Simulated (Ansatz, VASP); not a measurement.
# One calculation of Cu, two programs

```
Cu
1.0
     0.00000    1.89680    1.89680
     1.89680    0.00000    1.89680
     1.89680    1.89680    0.00000
Cu
2
Direct
  0.87500 0.87500 0.87500
  0.12500 0.12500 0.12500
```

Change from the starting cell: volume scaled by 0.4, crystal datasets.

Alike in both runs: task single point; functional LDA; k mesh 15 × 15 × 15; occupations fermi-dirac, width 0.08 eV; no spin polarisation.

|  | VASP | Ansatz |
| --- | --- | --- |
| version | VASP 6.6.1 | Ansatz 0.2.0 |
| potentials or method | VASP PAW LDA potentials, release 64 (Cu), cutoff 520 eV | all-electron PAW with datasets made for the crystal, scalar-relativistic |

```csv
,VASP,Ansatz,Ansatz less VASP
pressure (GPa),575.8,636.3,+60.46
```

Ansatz ran all-electron here, so the differences hold the error of VASP's frozen core and of both bases.

Caveats: the cell as given lies far from equilibrium; so large a pressure means that the cell lies far from this level's equilibrium, or that cutoff or potentials fall short (VASP).
